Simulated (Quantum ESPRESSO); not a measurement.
# TaN: equation of state with PBEsol

TaN:

```xyz
2
Lattice="0.0000 2.2113 2.2113 2.2113 0.0000 2.2113 2.2113 2.2113 0.0000" Properties=species:S:1:pos:R:3 pbc="T T T"
Ta    2.2113    2.2113    2.2113
N     0.0000    0.0000    0.0000
```

The cell comes from a database or a generator and needn't be the stable form of this composition.

```json
{"Program": "Quantum ESPRESSO 7.5", "Task": "equation of state", "Functional": "PBEsol", "Potentials or basis": "PseudoDojo 0.4.1 SR PBEsol standard", "Cutoff": "1143 eV", "Density cutoff": "4572 eV", "k mesh": "10 × 10 × 10", "Occupations": "fermi-dirac, width 0.05 eV", "Spin": "no spin polarisation"}
```

```yaml
Equilibrium_volume: 10.45 Å³/atom
Bulk_modulus: 355 GPa
Pressure_derivative_of_the_bulk_modulus: 4.4
```

Energy against volume, from the lowest point:
```
volume (Å³/atom)  energy (meV/atom)
          10.164               8.79
          10.381               0.00
          10.597               1.53
          10.813              12.29
          11.030              31.30
          11.246              57.68
          11.462              90.65
```

All runs of the series together: 2.9 min on 1 thread of Arm Neoverse V1, with other jobs on the host.

Spin-orbit coupling is left out, which matters for the levels of Ta.
